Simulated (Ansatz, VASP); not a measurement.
**Pb: VASP beside Ansatz**

```
Pb
1.0
     3.05873   -1.76191    0.00000
     3.05873    1.76191    0.00000
    -2.12947    0.00000    6.13559
Pb
2
Cartesian
  4.0111 0.0000 4.4562
  -0.0232 0.0000 1.6794
```

Change from the starting cell: volume scaled by 1.02.

Alike in both runs: task single point; functional PBE; k mesh 9 × 9 × 5; occupations fermi-dirac, width 0.05 eV; no spin polarisation.

|  | VASP | Ansatz |
| --- | --- | --- |
| version | VASP 6.6.1 | Ansatz 0.2.0 |
| potentials or method | VASP PAW PBE potentials, release 64 (Pb_d) | Ansatz PAW |
| plane-wave cutoff (eV) | 520 | 420 |
| valence electrons in the cell | 28 | 28 |

Ansatz gave:

| Property | Result |
| --- | --- |
| gap on the k mesh at the Fermi level (eV) | none |
| pressure (GPa) | 0.0 |
| largest component of the traceless stress (GPa) | 0.06 |
| rms of the force components (eV/Å) | 0.064 |

Q: What did VASP give for the same quantities?

A: gap on the k mesh at the Fermi level (eV): none; pressure (GPa): 0.0; largest component of the traceless stress (GPa): 0.07; rms of the force components (eV/Å): 0.065.

Atom by atom the forces differ by 0.000 eV/Å (rms over components). A gap of «none» marks a metal or a gap that the smearing closes.

Spin-orbit coupling is left out, which matters for the levels of Pb.
